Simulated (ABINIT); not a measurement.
The system is Au.

```xyz
1
Lattice="0.0000 2.0350 2.0350 2.0350 0.0000 2.0350 2.0350 2.0350 0.0000" Properties=species:S:1:pos:R:3 pbc="T T T"
Au    0.0000    0.0000    0.0000
```

Base run:

```yaml
Program: ABINIT 10.8.3 (patched build)
Functional: PW91
Potentials_or_basis: PseudoDojo NC SR PBE v0.4.1 standard
Cutoff: 1034 eV
k_mesh: 11 × 11 × 11
Occupations: fermi-dirac, width 0.05 eV
Spin: no spin polarisation
```

Its results: band gap on the k mesh none (metal or under the smearing width); pressure 10.7 GPa.

Problem. After a change of settings the same cell gave: band gap on the k mesh none (metal or under the smearing width); pressure 21.8 GPa. Which change was it?
A. functional from PW91 to HCTH407; potentials or basis from PseudoDojo NC SR PBE v0.4.1 standard to JTH PAW PBE v2.0; cutoff from 1034 eV to 680 eV; valence electrons from 19 to 11
B. functional from PW91 to rPW86PBE
C. functional from PW91 to WC; potentials or basis from PseudoDojo NC SR PBE v0.4.1 standard to PseudoDojo NC SR PBEsol v0.4.1 standard
D. functional from PW91 to PBE; potentials or basis from PseudoDojo NC SR PBE v0.4.1 standard to Ansatz NC PBE

Solution. B.

Caveats: the potentials were made for another functional, which shifts forces and pressure; so large a pressure means that the cell lies far from this level's equilibrium, or that cutoff or potentials fall short (some runs).

Not every run made on this cell is shown here.
